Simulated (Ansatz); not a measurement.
The system is HfO2.

```xyz
12
Lattice="5.2195 0.0000 0.0000 0.0000 5.0048 0.0000 0.0000 0.0000 5.0327" Properties=species:S:1:pos:R:3 pbc="T T T"
Hf    5.0472    3.6661    3.7314
Hf    2.7820    3.6661    1.2151
Hf    2.4375    1.3387    3.7314
Hf    0.1723    1.3387    1.2151
O     3.2994    4.6477    4.4251
O     4.5298    4.6477    1.9087
O     1.2211    2.7020    2.4776
O     1.3886    2.7020    4.9939
O     3.9984    2.3028    4.9939
O     3.8308    2.3028    2.4776
O     0.6896    0.3571    4.4251
O     1.9201    0.3571    1.9087
```

Measurements of this composition are mostly on another form, of space group No. 14.

Base run:

| Quantity | Value |
| --- | --- |
| Program | Ansatz 0.2.0 |
| Functional | PBE |
| Potentials or basis | Ansatz PAW |
| Cutoff | 420 eV (not typed: the program's choice for these potentials) |
| k mesh | 5 × 6 × 5 |
| Occupations | fermi-dirac, width 0.05 eV |
| Spin | no spin polarisation |
| Hubbard terms | Hf d U = 3.5 eV |

Its results: band gap on the k mesh 5.12 eV, indirect (least direct gap 5.37 eV); pressure 14.9 GPa; largest force 0.165 eV/Å.

Problem. The run is repeated on the same cell with these changes: potentials or basis from Ansatz PAW to Ansatz PAW earlier set; cutoff from 420 eV (not typed: the program's choice for these potentials) to 930 eV (not typed: the program's choice for these potentials); hubbard terms from Hf d U = 3.5 eV to none; hubbard projectors from ortho-atomic (the default) to none. What comes out?

Solution. Band gap on the k mesh 4.48 eV, indirect (least direct gap 4.68 eV); pressure 9.8 GPa; largest force 0.118 eV/Å.

Caveats: spin-orbit coupling is left out, which moves the levels of the heavy elements.

A k mesh can miss the band edges.
